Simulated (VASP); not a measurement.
Ti: equation of state with PBE

Crystal: Ti.

```
Ti
1.0
    -1.64100    1.64100    1.64100
     1.64100   -1.64100    1.64100
     1.64100    1.64100   -1.64100
Ti
1
Direct
  0.00000 0.00000 0.00000
```

This isn't the form of Ti at room conditions, which is hcp.

| Quantity | Value |
| --- | --- |
| Program | VASP 6.6.1 |
| Task | equation of state |
| Functional | PBE |
| Potentials or basis | VASP PAW PBE potentials, release 64 (Ti_sv) |
| Cutoff | 520 eV |
| k mesh | 11 × 11 × 11 |
| Occupations | fermi-dirac, width 0.05 eV |
| Spin | no spin polarisation |

```
Equilibrium volume                      : 17.21 Å³/atom
Bulk modulus                            : 105 GPa
Pressure derivative of the bulk modulus : 3.5
```

Energy against volume, from the lowest point:
```
volume (Å³/atom)  energy (meV/atom)
          16.616               6.86
          16.969               0.89
          17.323               0.00
          17.676               3.71
          18.030              11.63
          18.383              23.40
          18.737              38.67
```

All runs of the series together: 58 s on 1 thread of Intel(R) Xeon(R) Platinum 8488C (Sapphire Rapids), with other jobs on the host.
